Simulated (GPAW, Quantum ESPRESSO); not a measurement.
Consider GaN (P6_3mc).

```cif
data_structure
_symmetry_space_group_name_H-M 'P 1'
_symmetry_Int_Tables_number 1
_cell_length_a 3.1800
_cell_length_b 3.1800
_cell_length_c 5.1660
_cell_angle_alpha 90.000
_cell_angle_beta 90.000
_cell_angle_gamma 120.000
_cell_volume 45.24
loop_
_atom_site_label
_atom_site_type_symbol
_atom_site_fract_x
_atom_site_fract_y
_atom_site_fract_z
_atom_site_occupancy
Ga1 Ga 0.66667 0.33333 0.50000 1
Ga2 Ga 0.33333 0.66667 0.00000 1
N3 N 0.66667 0.33333 0.87500 1
N4 N 0.33333 0.66667 0.37500 1
```

Absorber: atom 1, with 1 N at 1.94 Å and 3 N at 1.95 Å (tetrahedral, site symmetry 3m). Method: Quantum ESPRESSO XSpectra, LDA, full core hole (charged cell), 32-atom cell with 7.6 Å between holes, 3×3×3 k points, dipole transitions, Lorentzian half width 0.91 eV up to 4 eV, rising linearly to 1.75 eV at 25 eV (not a setting of the program: the run's 0.4 eV curve was folded afterwards with a further Lorentzian).

The database entry behind the starting cell differs from later determinations by our own check (about 0.3 % short, ideal inner coordinate), so it need not match the best structure at ambient conditions.

Question: Predict the near-edge structure at the Ga K edge.

Main maxima up to 30 eV above the zero (height): 3.2 eV (1.17), 7.5 eV (1.69) and 18.8 eV (1.05). A K edge sees empty p states on the absorber. 

The Ga K spectrum (energy from the lowest empty level; intensity scaled to a mean of 1 over the first 20 eV; folded afterwards to Lorentzian half width 0.91 eV up to 4 eV, rising linearly to 1.75 eV at 25 eV; the points at xe0, where the cut of filled states can leave a spike, are interpolated; polarised curves are means over the symmetry-equivalent atoms):

```csv
E (eV),isotropic,ε ⊥ c,ε ∥ c
-2.0,0.10,0.10,0.10
-1.4,0.12,0.12,0.11
-0.8,0.14,0.14,0.14
-0.2,0.18,0.18,0.17
0.4,0.23,0.24,0.23
1.0,0.34,0.34,0.32
1.6,0.52,0.54,0.49
2.2,0.84,0.87,0.78
2.8,1.12,1.14,1.09
3.4,1.16,1.15,1.19
4.0,1.12,1.07,1.21
4.6,1.17,1.07,1.36
5.2,1.31,1.17,1.58
5.8,1.41,1.31,1.60
6.4,1.47,1.46,1.51
7.0,1.63,1.71,1.46
7.6,1.69,1.89,1.28
8.2,1.52,1.75,1.07
8.8,1.31,1.49,0.94
9.4,1.15,1.27,0.92
10.0,1.08,1.11,1.01
10.6,1.04,1.00,1.14
11.2,0.99,0.89,1.17
11.8,0.89,0.80,1.06
12.4,0.79,0.73,0.92
13.0,0.74,0.69,0.84
13.6,0.71,0.66,0.81
14.2,0.70,0.65,0.82
14.8,0.73,0.66,0.85
15.4,0.77,0.71,0.90
16.0,0.84,0.78,0.96
16.6,0.90,0.84,1.02
17.2,0.95,0.90,1.06
17.8,0.99,0.95,1.08
18.4,1.03,1.01,1.08
19.0,1.05,1.05,1.05
19.6,1.02,1.05,0.96
20.2,0.96,1.02,0.85
20.8,0.92,0.99,0.77
21.4,0.89,0.97,0.73
22.0,0.86,0.93,0.72
22.6,0.80,0.85,0.70
23.2,0.73,0.76,0.67
23.8,0.69,0.70,0.65
24.4,0.66,0.66,0.66
25.0,0.65,0.64,0.68
25.6,0.65,0.63,0.71
26.2,0.65,0.62,0.71
26.8,0.64,0.61,0.69
27.4,0.62,0.61,0.65
28.0,0.62,0.62,0.62
28.6,0.62,0.63,0.60
29.2,0.63,0.65,0.58
29.8,0.63,0.65,0.58
30.4,0.62,0.65,0.58
31.0,0.62,0.63,0.59
31.6,0.60,0.61,0.59
```

The structure is a published determination, not relaxed.

[Banner, clock and machine lines of the logs are left out without a mark of their own.]

[Logs are printed without paths, hosts, clocks, repeated set-up lines and the standing remarks that a program may print on its own settings, such as how far it seeks lower states.]

[Hosts, paths, dates, database ids (printed as entryN), source tags and the programs' standing remarks are cut or masked in the printed files.]

[Lists of maxima count a maximum above −3 eV only where it reaches 4 % of the highest in the window and stands out from its surroundings by 2 % of it (1.5 % where it reaches 55 %); shoulders and weaker maxima are passed over, and of the rest the first, up to two pre-edge ones and the few strongest are named.]
